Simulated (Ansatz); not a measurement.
## LiF: modes and screening against the lattice constant

Computed with DFT r2SCAN+D3(BJ), scalar-relativistic, plane waves, PAW (Ansatz 0.2.0). Plane waves to 500 eV; Γ-centred k mesh 10×10×10; fixed occupations. No spin polarisation. Phonons by linear response, acoustic sum rule imposed.

The cell is fixed (symmetry leaves no force on the atoms) and stands under 0.0 GPa:
```cif
data_structure
_symmetry_space_group_name_H-M 'P 1'
_symmetry_Int_Tables_number 1
_cell_length_a 3.0131
_cell_length_b 3.0131
_cell_length_c 3.0131
_cell_angle_alpha 60.000
_cell_angle_beta 60.000
_cell_angle_gamma 60.000
_cell_volume 19.34
loop_
_atom_site_label
_atom_site_type_symbol
_atom_site_fract_x
_atom_site_fract_y
_atom_site_fract_z
_atom_site_occupancy
Li1 Li 0.00000 0.00000 0.00000 1
F1 F 0.25000 0.25000 0.25000 1
```

The cell is the ideal cubic zincblende prototype; this isn't the usual structure of the compound.

Question: How do the optical zone-centre modes (counted from the lowest optical one, degenerate ones once; i marks imaginary ones; without the LO field) and the screening change over a = 4.189 and 4.261 Å?

Answer:
```tsv
a (Å)	4.189	4.261
pressure (GPa)	3.5	0.0
gap on the mesh (eV)	9.09	8.78
ε∞	1.86	1.84
ε0	3.8	4.0
mode 1 (cm⁻¹)	513	470
```

Cost: 2 runs of about 4 core-minutes in all, on Arm Neoverse N1 (shared hosts).